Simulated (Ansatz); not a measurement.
# GaP (F-43m) in Ansatz: further runs

The runs below take GaP through single point, relaxation of cell and atoms, with PBE, LDA, PBEsol+D3(BJ), BLYP.

Program: Ansatz 0.2.0. These are calculated values, not measurements. Logs are shortened: lines on timing, memory, paths and dates and some standing lists are left out, and cuts for length are marked.

**Measured values to compare with.**

“Stacking defects in GaP nanowires: Electronic structure and optical properties”, 2018, arxiv:1810.01194 quotes, for a bulk crystal of GaP at 10 K: band gap 2.34 eV (indirect).

How close the calculation comes is told below.

## 1. Starting point

Symmetry: F-43m, No. 216, cubic system. Conventional cell: a = 5.451 Å, b = 5.451 Å, c = 5.451 Å, α = 90.00°, β = 90.00°, γ = 90.00°. Around Ga (site symmetry -43m) lie 4 P at 2.36 Å. Around P (site symmetry -43m) lie 4 Ga at 2.36 Å.

## 2. Single point, PBE

The input, input.yaml:

```yaml
crystal:
  lattice:
    - [0.0, 2.72525, 2.72525]
    - [2.72525, 0.0, 2.72525]
    - [2.72525, 2.72525, 0.0]
  atoms:
    - { symbol: Ga, position: [0.0, 0.0, 0.0] }
    - { symbol: P, position: [0.75, 0.75, 0.75] }
kpoints:
  mp_grid: { grid: [8, 8, 8] }
scf:
  occupations: { method: gaussian, width: 0.013 }
hamiltonian:
  xc: pbe
  pseudopotentials: { kind: all_electron, lapw: { basis_error: 0.001 } }
output:
  forces: true
  stress: true
  eigenvalues: true
```

Potentials or basis: all-electron LAPW, scalar-relativistic.

Command:

```
$ ansatz run input.yaml --threads 1 --pin off --max-ram 3072MiB --backend cpu --events-out ev --progress --plain --runs-dir out
```

Log:

```text
Warning: RAYON_NUM_THREADS=1 ignored (pool sized by the plan → 1); use --threads N
LAPW: plane waves up to 8.540 Å⁻¹, error target 1.0e-3 eV per atom; small_component_spin mean_spin; P in spheres of 1.060 Å, 13 of its electrons in bands, Dirac shells []; Ga in spheres of 1.300 Å, 21 of its electrons in bands, Dirac shells [] (how accurate: hamiltonian.pseudopotentials.lapw.basis_error, Limitations)
Engine: ansatz 0.2.0, aarch64-unknown-linux-gnu
Pseudopotentials: kind: all_electron
Pseudopotential: Ga, LAPW, valence charge 21, lapw/all_electron/scalar/gaussian/Ga, Koelling and Harmon's equation, gaussian nucleus
Pseudopotential: P, LAPW, valence charge 13, lapw/all_electron/scalar/gaussian/P, Koelling and Harmon's equation, gaussian nucleus
Functional definition: PBE
  parameter kappa = 0.804
  parameter beta = 0.06672455060314922
  exchange = pbe_x(kappa = kappa, mu = beta*pi^2/3)
  correlation = pbe_c(beta = beta)
Crystal: 2 atoms, lattice volume = 40.481 Å³
Basis set: ecut = 277.8989088106949 eV, 411 PW (Γ), exchange–correlation at level 2
Bands: 21, of which v1, the nominal top of the filled ones, is band 17 counted from 1 (16 counted from 0)
Symmetry: 24 space group operations
Space group: F-43m (ITA 216), of the structure as read, at distance tolerance 3.4e-5 Å
k-points: 29 of 512 (time reversal used)
Non-local potential: Ga, projectors of the file, none
Non-local potential: P, projectors of the file, none
Initial density: superposition of atomic densities (chi_scale 0.1, normalization cell, long waves kept (reshape's long-wave potential 0.00 eV rms))
Initial wavefunctions: plane waves of lowest kinetic energy (no species holds an atomic orbital)
Functional: x = pbe(κ = 0.804, μ = 0.2195149727645171), c = pbe(β = 0.06672455060314922)
iter 1 solved again at ethr=2.47e-3 eV; its pass at ethr=1.00e-1 eV (dr2=8.41e-1 eV) is discarded
SCF iter   1: F=—  HF=-62209.939709 eV  |F-HF|=—  |Δ(HF+E_count)|=         —  Δρ=3.88e-2  dr2=8.42e-1  ethr=2.47e-3  ⟨swp⟩=2.0  Hψ=4154  notcnv=0
preconditioner: auto → none  [insulator: Δε(μ)=2.034 eV  Ē_g=15.010 eV  σ=0.013 eV  W_gap=1.00  n_scr=14 (ndim 8)  ℏωp=24.8 eV  f_vac=0.017  D(μ)=0.00/eV (n_scr^D=0)  ε∞_Penn≈3.7]
iter 2 solved again at ethr=2.36e-4 eV; its pass at ethr=2.47e-3 eV (dr2=8.03e-2 eV) is discarded
SCF iter   2: F=—  HF=-62209.698363 eV  |F-HF|=—  |Δ(HF+E_count)|=   2.41e-1  Δρ=1.53e-2  dr2=8.02e-2  ethr=2.36e-4  ⟨swp⟩=2.0  Hψ=3193  notcnv=0
SCF iter   3: F=—  HF=-62209.676769 eV  |F-HF|=—  |Δ(HF+E_count)|=   2.16e-2  Δρ=7.02e-3  dr2=1.57e-2  ethr=2.36e-4  ⟨swp⟩=2.0  Hψ=1781  notcnv=0
SCF iter   4: F=—  HF=-62209.673586 eV  |F-HF|=—  |Δ(HF+E_count)|=         —  Δρ=1.97e-3  dr2=1.47e-3  ethr=4.62e-5  ⟨swp⟩=2.1  Hψ=1785  notcnv=0
the basis was enlarged: its passes take 254.7 KiB over the memory plan, 1 of 1 planned eigensolver slots
SCF iter   5: F=—  HF=-62209.672920 eV  |F-HF|=—  |Δ(HF+E_count)|=   6.66e-4  Δρ=3.01e-4  dr2=2.43e-5  ethr=4.32e-6  ⟨swp⟩=2.0  Hψ=1781  notcnv=0
SCF iter   6: F=—  HF=-62209.672962 eV  |F-HF|=—  |Δ(HF+E_count)|=   4.16e-5  Δρ=4.70e-5  dr2=6.06e-7  ethr=7.14e-8  ⟨swp⟩=3.0  Hψ=1783  notcnv=0
SCF iter   7: F=-62209.672963 eV  HF=-62209.672963 eV  |F-HF|=1.11e-8  |Δ(HF+E_count)|=   1.49e-6  Δρ=4.43e-6  dr2=9.82e-9  ethr=1.78e-9  ⟨swp⟩=3.0  Hψ=1782  notcnv=0
SCF 1 converged in 7 iterations: F = -62209.672963 eV  dr2 = 9.82e-9
SCF converged after 7 iterations
Free energy (F): -62209.672963 eV
Harris-Foulkes:  -62209.672963 eV  (|F-HF|=1.11e-8)
Internal energy: -62209.672963 eV  (E = F + TS)
E sigma→0 (E₀):  -62209.672963 eV
Fermi energy:    9.351412 eV
--- Per-component energies (eV) ---
  E_band       = -1791.533767
  E_kinetic    = 63284.590896
  E_xc         = -2691.899901
  E_electrostatic = -122802.363959  (all electrons and nuclei)
  E_smearing   = -0.000000  (= −TS)
  E_closure    = 0.000000  (closes the sum)
  E_atoms      = -62200.568823  (free atoms, spherical and without spin; not in F)
  Σ components = -62209.672963   (vs F -62209.672963, Δ=0.00e0)
  Basis errors (estimates in eV, not in F): energy 4.4e-4 per atom: plane waves 4.1e-4 (2.4e-4 summed), levels above the bands 0.0e0, relativity 2.2e-8, radial functions 3.3e-5, core shells 1.7e-11; eigenvalues (radial functions only) 9.0e-7; not estimated: angular momenta, meshes, grids; target (lapw.basis_error) 1.0e-3; muffin-tin radii P 1.060 Å, Ga 1.300 Å
--- Forces (eV/Å), atoms counted from 1 ---
  atom   1  Ga     0.00000000    -0.00000000    -0.00000000
  atom   2  P     -0.00000000     0.00000000     0.00000000
  max |Σ_I F_I| component: 1.85e-17 eV/Å
--- Stress (GPa, compression-positive) ---
        2.484492      -0.000000      -0.000000
       -0.000000       2.484492       0.000000
       -0.000000       0.000000       2.484492
  P = ⅓ Tr σ = 2.4845 GPa (24.845 kbar)
--- Band table (eV; the first three rows and the last of 29) ---
  k-point 0: bands = ["-159.2155", "-134.8002", "-109.6904", "-109.6904", "-109.6904", "-85.5317", "-85.5317", "-85.5317", "-5.9960", "-5.9960", "-5.9960", "-5.8970", "-5.8970", "-3.9627", "8.5292", "8.5292", "8.5292", "10.3597", "12.4178", "12.4178", "12.4178"]
  k-point 1: bands = ["-159.2155", "-134.8002", "-109.6904", "-109.6904", "-109.6904", "-85.5317", "-85.5317", "-85.5317", "-6.0100", "-5.9912", "-5.9912", "-5.8970", "-5.8970", "-3.7600", "6.9025", "8.2997", "8.2997", "10.9837", "12.7669", "12.7669", "12.9987"]
  k-point 2: bands = ["-159.2155", "-134.8002", "-109.6904", "-109.6904", "-109.6904", "-85.5317", "-85.5317", "-85.5317", "-6.0406", "-5.9812", "-5.9812", "-5.8957", "-5.8957", "-3.1861", "4.6560", "7.8672", "7.8672", "10.6896", "13.2722", "13.2722", "14.8784"]
  k-point 28: bands = ["-159.2155", "-134.8002", "-109.6904", "-109.6904", "-109.6903", "-85.5317", "-85.5317", "-85.5317", "-6.0958", "-5.9572", "-5.9362", "-5.9120", "-5.8882", "-0.9042", "1.9843", "4.9561", "5.1110", "13.2318", "13.3958", "14.6352", "14.6765"]
```

It took 8.7 s on 1 thread of Arm Neoverse V2, shared host; peak memory 0.26 GiB.

Results:

```
Free energy            : -62209.6730 eV
Pressure               : 2.5 GPa
Band gap on the k mesh : 1.64 eV, indirect (least direct gap 1.83 eV)
```

Levels at points of the mesh, in eV from the valence-band top:
| k point | band 15 | band 16 | band 17 | band 18 | band 19 | band 20 |
| --- | --- | --- | --- | --- | --- | --- |
| (0.00, 0.00, 0.00) | 0.00 | 0.00 | 0.00 | 1.83 | 3.89 | 3.89 |
| (0.00, 0.00, -0.50) | -6.63 | -1.12 | -1.12 | 1.68 | 4.72 | 4.72 |
| (0.00, -0.50, -0.50) | -6.75 | -2.68 | -2.68 | 1.66 | 1.83 | 10.58 |

## 3. Single point, PBE

input.yaml: that of step 2 with these lines changed.

```diff
@@ -11,3 +11,3 @@
 scf:
-  occupations: { method: gaussian, width: 0.013 }
+  occupations: { method: gaussian, width: 0.014 }
 hamiltonian:
```

Potentials or basis: all-electron LAPW, scalar-relativistic.

Command:

```
$ ansatz run input.yaml --threads 1 --pin off --max-ram 3072MiB --backend cpu --events-out ev --progress --plain --runs-dir out
```

Log:

```text
Warning: RAYON_NUM_THREADS=1 ignored (pool sized by the plan → 1); use --threads N
LAPW: plane waves up to 8.540 Å⁻¹, error target 1.0e-3 eV per atom; small_component_spin mean_spin; P in spheres of 1.060 Å, 13 of its electrons in bands, Dirac shells []; Ga in spheres of 1.300 Å, 21 of its electrons in bands, Dirac shells [] (how accurate: hamiltonian.pseudopotentials.lapw.basis_error, Limitations)
[... 9 set-up lines as earlier in the session ...]
Crystal: 2 atoms, lattice volume = 40.481 Å³
Basis set: ecut = 277.8989088106949 eV, 411 PW (Γ), exchange–correlation at level 2
Bands: 21, of which v1, the nominal top of the filled ones, is band 17 counted from 1 (16 counted from 0)
[... 2 set-up lines as earlier in the session ...]
k-points: 29 of 512 (time reversal used)
[... 5 set-up lines as earlier in the session ...]
iter 1 solved again at ethr=2.47e-3 eV; its pass at ethr=1.00e-1 eV (dr2=8.41e-1 eV) is discarded
SCF iter   1: F=—  HF=-62209.939709 eV  |F-HF|=—  |Δ(HF+E_count)|=         —  Δρ=3.88e-2  dr2=8.42e-1  ethr=2.47e-3  ⟨swp⟩=2.0  Hψ=4154  notcnv=0
preconditioner: auto → none  [insulator: Δε(μ)=2.034 eV  Ē_g=15.010 eV  σ=0.014 eV  W_gap=1.00  n_scr=14 (ndim 8)  ℏωp=24.8 eV  f_vac=0.017  D(μ)=0.00/eV (n_scr^D=0)  ε∞_Penn≈3.7]
iter 2 solved again at ethr=2.36e-4 eV; its pass at ethr=2.47e-3 eV (dr2=8.03e-2 eV) is discarded
SCF iter   2: F=—  HF=-62209.698363 eV  |F-HF|=—  |Δ(HF+E_count)|=   2.41e-1  Δρ=1.53e-2  dr2=8.02e-2  ethr=2.36e-4  ⟨swp⟩=2.0  Hψ=3188  notcnv=0
SCF iter   3: F=—  HF=-62209.676769 eV  |F-HF|=—  |Δ(HF+E_count)|=   2.16e-2  Δρ=7.02e-3  dr2=1.57e-2  ethr=2.36e-4  ⟨swp⟩=2.0  Hψ=1781  notcnv=0
SCF iter   4: F=—  HF=-62209.673586 eV  |F-HF|=—  |Δ(HF+E_count)|=         —  Δρ=1.97e-3  dr2=1.47e-3  ethr=4.62e-5  ⟨swp⟩=2.1  Hψ=1783  notcnv=0
the basis was enlarged: its passes take 254.7 KiB over the memory plan, 1 of 1 planned eigensolver slots
SCF iter   5: F=—  HF=-62209.672920 eV  |F-HF|=—  |Δ(HF+E_count)|=   6.66e-4  Δρ=3.01e-4  dr2=2.43e-5  ethr=4.32e-6  ⟨swp⟩=2.0  Hψ=1781  notcnv=0
SCF iter   6: F=—  HF=-62209.672962 eV  |F-HF|=—  |Δ(HF+E_count)|=   4.16e-5  Δρ=4.70e-5  dr2=6.05e-7  ethr=7.14e-8  ⟨swp⟩=3.0  Hψ=1783  notcnv=0
SCF iter   7: F=-62209.672963 eV  HF=-62209.672963 eV  |F-HF|=1.12e-8  |Δ(HF+E_count)|=   1.49e-6  Δρ=4.43e-6  dr2=9.80e-9  ethr=1.78e-9  ⟨swp⟩=3.0  Hψ=1782  notcnv=0
SCF 1 converged in 7 iterations: F = -62209.672963 eV  dr2 = 9.80e-9
SCF converged after 7 iterations
Free energy (F): -62209.672963 eV
Harris-Foulkes:  -62209.672963 eV  (|F-HF|=1.12e-8)
Internal energy: -62209.672963 eV  (E = F + TS)
E sigma→0 (E₀):  -62209.672963 eV
Fermi energy:    9.351407 eV
--- Per-component energies (eV) ---
  E_band       = -1791.533773
  E_kinetic    = 63284.590905
  E_xc         = -2691.899901
  E_electrostatic = -122802.363967  (all electrons and nuclei)
  E_smearing   = -0.000000  (= −TS)
  E_closure    = 0.000000  (closes the sum)
  E_atoms      = -62200.568823  (free atoms, spherical and without spin; not in F)
  Σ components = -62209.672963   (vs F -62209.672963, Δ=0.00e0)
  Basis errors (estimates in eV, not in F): energy 4.4e-4 per atom: plane waves 4.1e-4 (2.4e-4 summed), levels above the bands 0.0e0, relativity 2.1e-8, radial functions 3.3e-5, core shells 1.7e-11; eigenvalues (radial functions only) 9.0e-7; not estimated: angular momenta, meshes, grids; target (lapw.basis_error) 1.0e-3; muffin-tin radii P 1.060 Å, Ga 1.300 Å
--- Forces (eV/Å), atoms counted from 1 ---
  atom   1  Ga     0.00000000    -0.00000000    -0.00000000
  atom   2  P     -0.00000000     0.00000000    -0.00000000
  max |Σ_I F_I| component: 1.85e-17 eV/Å
--- Stress (GPa, compression-positive) ---
        2.484493       0.000000      -0.000000
        0.000000       2.484493       0.000000
       -0.000000       0.000000       2.484493
  P = ⅓ Tr σ = 2.4845 GPa (24.845 kbar)
--- Band table (eV; the first three rows and the last of 29) ---
  k-point 0: bands = ["-159.2155", "-134.8002", "-109.6904", "-109.6904", "-109.6904", "-85.5317", "-85.5317", "-85.5317", "-5.9960", "-5.9960", "-5.9960", "-5.8970", "-5.8970", "-3.9627", "8.5292", "8.5292", "8.5292", "10.3597", "12.4178", "12.4178", "12.4178"]
  k-point 1: bands = ["-159.2155", "-134.8002", "-109.6904", "-109.6904", "-109.6904", "-85.5317", "-85.5317", "-85.5317", "-6.0100", "-5.9912", "-5.9912", "-5.8970", "-5.8970", "-3.7600", "6.9025", "8.2997", "8.2997", "10.9837", "12.7669", "12.7669", "12.9987"]
  k-point 2: bands = ["-159.2155", "-134.8002", "-109.6904", "-109.6904", "-109.6904", "-85.5317", "-85.5317", "-85.5317", "-6.0406", "-5.9812", "-5.9812", "-5.8957", "-5.8957", "-3.1861", "4.6560", "7.8672", "7.8672", "10.6896", "13.2722", "13.2722", "14.8784"]
  k-point 28: bands = ["-159.2155", "-134.8002", "-109.6904", "-109.6904", "-109.6903", "-85.5317", "-85.5317", "-85.5317", "-6.0958", "-5.9572", "-5.9362", "-5.9120", "-5.8882", "-0.9042", "1.9843", "4.9561", "5.1110", "13.2318", "13.3958", "14.6352", "14.6765"]
```

Run time: 8.5 s. Hardware: 1 thread of Arm Neoverse V2, shared host; peak memory 0.26 GiB.

What came out:

```
Free energy            : -62209.6730 eV
Pressure               : 2.5 GPa
Band gap on the k mesh : 1.64 eV, indirect (least direct gap 1.83 eV)
```

Levels at points of the mesh, in eV from the valence-band top:
| k point | band 15 | band 16 | band 17 | band 18 | band 19 | band 20 |
| --- | --- | --- | --- | --- | --- | --- |
| (0.00, 0.00, 0.00) | 0.00 | 0.00 | 0.00 | 1.83 | 3.89 | 3.89 |
| (0.00, 0.00, -0.50) | -6.63 | -1.12 | -1.12 | 1.68 | 4.72 | 4.72 |
| (0.00, -0.50, -0.50) | -6.75 | -2.68 | -2.68 | 1.66 | 1.83 | 10.58 |

## 4. Relaxation of cell and atoms, LDA

input.yaml: that of step 3 with these lines changed.

```diff
@@ -11,5 +11,5 @@
 scf:
-  occupations: { method: gaussian, width: 0.014 }
+  occupations: { method: fermi_dirac, width: 0.05 }
 hamiltonian:
-  xc: pbe
+  xc: lda
   pseudopotentials: { kind: all_electron, lapw: { basis_error: 0.001 } }
@@ -18,2 +18,5 @@
   stress: true
-  eigenvalues: true
+relax:
+  f_tol: 0.02
+  max_steps: 60
+  cell: {}
```

Command:

```
$ ansatz run input.yaml --threads 1 --pin off --max-ram 3072MiB --backend cpu --events-out ev --progress --plain --runs-dir out
```

Run time: 26 s. Hardware: 1 thread of Arm Neoverse V2, shared host; peak memory 0.28 GiB.

The run converged. Its results:

* Free energy: -62104.0781 eV
* Relaxed volume: 19.59 Å³/atom
* Relaxed cell: a = 3.812 Å, b = 3.812 Å, c = 3.812 Å, α = 60.00°, β = 60.00°, γ = 60.00°
* Space group after relaxing (to 0.05 Å): F-43m (No. 216)
* Energy gained by relaxing: 5.7 meV/atom
* Ionic steps: 5
* Pressure after relaxing: 0.0 GPa
* Band gap on the k mesh: 1.43 eV

Step by step:
| step | energy change (eV) | largest force (eV/Å) | volume (Å³) |
| --- | --- | --- | --- |
| 1 | 0.0000 | 0.0000 | 40.48 |
| 2 | -0.0103 | 0.0000 | 39.57 |
| 3 | -0.0114 | 0.0000 | 39.16 |
| 4 | -0.0114 | 0.0000 | 39.18 |
| 5 | -0.0114 | 0.0000 | 39.18 |

Final structure:
```
CELL_PARAMETERS angstrom
0.00000 2.69580 2.69580
2.69580 0.00000 2.69580
2.69580 2.69580 0.00000
ATOMIC_POSITIONS crystal
Ga 0.00000 0.00000 0.00000
P 0.75000 0.75000 0.75000
```

A k mesh can miss the band edges. Zero-point motion and thermal expansion aren't in these numbers.

## 5. Relaxation of cell and atoms, PBEsol+D3(BJ)

input.yaml: that of step 4 with these lines changed.

```diff
@@ -13,3 +13,4 @@
 hamiltonian:
-  xc: lda
+  xc: pbesol
+  dispersion: d3bj
   pseudopotentials: { kind: all_electron, lapw: { basis_error: 0.001 } }
@@ -19,3 +20,3 @@
 relax:
-  f_tol: 0.02
+  f_tol: 0.005
   max_steps: 60
```

Command:

```
$ ansatz run input.yaml --threads 1 --pin off --max-ram 3072MiB --backend cpu --events-out ev --progress --plain --runs-dir out
```

Wall time 27 s (1 thread of Arm Neoverse V2, shared host); peak memory 0.28 GiB.

Results (log left out):

```yaml
Free_energy: -62154.7820 eV
Relaxed_volume: 19.58 Å³/atom
Relaxed_cell: a = 3.812 Å, b = 3.812 Å, c = 3.812 Å, α = 60.00°, β = 60.00°, γ = 60.00°
Space_group_after_relaxing_to_0.05_Å: F-43m (No. 216)
Energy_gained_by_relaxing: 5.8 meV/atom
Ionic_steps: 5
Pressure_after_relaxing: 0.0 GPa
Band_gap_on_the_k_mesh: 1.45 eV
```

Step by step:
| step | energy change (eV) | largest force (eV/Å) | volume (Å³) |
| --- | --- | --- | --- |
| 1 | 0.0000 | 0.0000 | 40.48 |
| 2 | -0.0107 | 0.0000 | 39.55 |
| 3 | -0.0117 | 0.0000 | 39.15 |
| 4 | -0.0117 | 0.0000 | 39.17 |
| 5 | -0.0117 | 0.0000 | 39.17 |

Final structure:
```
Ga P
1.0
     0.00000    2.69548    2.69548
     2.69548    0.00000    2.69548
     2.69548    2.69548    0.00000
Ga P
1 1
Direct
  0.00000 0.00000 0.00000
  0.75000 0.75000 0.75000
```

A k mesh can miss the band edges.

## 6. Relaxation of cell and atoms, BLYP

input.yaml: that of step 5 with these lines changed.

```diff
@@ -13,4 +13,3 @@
 hamiltonian:
-  xc: pbesol
-  dispersion: d3bj
+  xc: blyp
   pseudopotentials: { kind: all_electron, lapw: { basis_error: 0.001 } }
@@ -20,3 +19,3 @@
 relax:
-  f_tol: 0.005
+  f_tol: 0.01
   max_steps: 60
```

Potentials or basis: all-electron LAPW, scalar-relativistic.

Command:

```
$ ansatz run input.yaml --threads 1 --pin off --max-ram 3072MiB --backend cpu --events-out ev --progress --plain --runs-dir out
```

It took 29 s on 1 thread of Arm Neoverse V2, shared host; peak memory 0.28 GiB.

Results (log left out):

| Quantity | Value |
| --- | --- |
| Free energy | -62223.6226 eV |
| Relaxed volume | 21.94 Å³/atom |
| Relaxed cell | a = 3.959 Å, b = 3.959 Å, c = 3.959 Å, α = 60.00°, β = 60.00°, γ = 60.00° |
| Space group after relaxing (to 0.05 Å) | F-43m (No. 216) |
| Energy gained by relaxing | 31.2 meV/atom |
| Ionic steps | 5 |
| Pressure after relaxing | 0.0 GPa |
| Band gap on the k mesh | 1.03 eV |

The path:
| step | energy change (eV) | largest force (eV/Å) | volume (Å³) |
| --- | --- | --- | --- |
| 1 | 0.0000 | 0.0000 | 40.48 |
| 2 | -0.0549 | 0.0000 | 42.65 |
| 3 | -0.0622 | 0.0000 | 43.72 |
| 4 | -0.0623 | 0.0000 | 43.88 |
| 5 | -0.0623 | 0.0000 | 43.88 |

Final structure:
```cif
data_structure
_symmetry_space_group_name_H-M 'P 1'
_symmetry_Int_Tables_number 1
_cell_length_a 3.9592
_cell_length_b 3.9592
_cell_length_c 3.9592
_cell_angle_alpha 60.000
_cell_angle_beta 60.000
_cell_angle_gamma 60.000
_cell_volume 43.88
loop_
_atom_site_label
_atom_site_type_symbol
_atom_site_fract_x
_atom_site_fract_y
_atom_site_fract_z
_atom_site_occupancy
Ga1 Ga 0.00000 0.00000 0.00000 1
P1 P 0.75000 0.75000 0.75000 1
```

A k mesh can miss the band edges. Expect the measured gap to be larger: semilocal functionals such as BLYP lack the derivative discontinuity.

## 7. Overview

| task | level | cell | cutoff (eV) | smearing | gap on the mesh (eV) | pressure (GPa) | relaxed volume (Å³/atom) |
| --- | --- | --- | --- | --- | --- | --- | --- |
| single point | PBE | as given | 278 | gaussian 0.013 eV | 1.64 | 2.5 | - |
| single point | PBE | as given | 278 | gaussian 0.014 eV | 1.64 | 2.5 | - |
| relaxation of cell and atoms | LDA | relaxed | - | fermi-dirac 0.05 eV | 1.43 | 0.0 | 19.59 |
| relaxation of cell and atoms | PBEsol+D3(BJ) | relaxed | - | fermi-dirac 0.05 eV | 1.45 | 0.0 | 19.58 |
| relaxation of cell and atoms | BLYP | relaxed | - | fermi-dirac 0.05 eV | 1.03 | 0.0 | 21.94 |

Alike in all rows: potentials or basis all-electron LAPW, scalar-relativistic; no spin polarisation; k mesh 8 × 8 × 8; basis error allowed 0.001 eV/atom.

Compare energies only between runs with the same functional and basis.

## 8. Against experiment

Step 2. Against the measured gap of GaP, 2.34 eV (indirect; 10 K; quoted in “Stacking defects in GaP nanowires: Electronic structure and optical properties”, 2018, arxiv:1810.01194), the calculated 1.64 eV is off by -0.70 eV. Spin-orbit coupling on Ga is left out. The value is that of PBE on a finite k mesh, which can miss the band edges, without temperature or zero-point motion. Semilocal functionals fall short of measured gaps as a rule.

Step 3. Measured gap of GaP: 2.34 eV (indirect; 10 K; quoted in “Stacking defects in GaP nanowires: Electronic structure and optical properties”, 2018, arxiv:1810.01194). This calculation gives 1.64 eV (-0.70 eV). Spin-orbit coupling on Ga is left out. The value is that of PBE on a finite k mesh, which can miss the band edges, without temperature or zero-point motion. Semilocal functionals fall short of measured gaps as a rule.
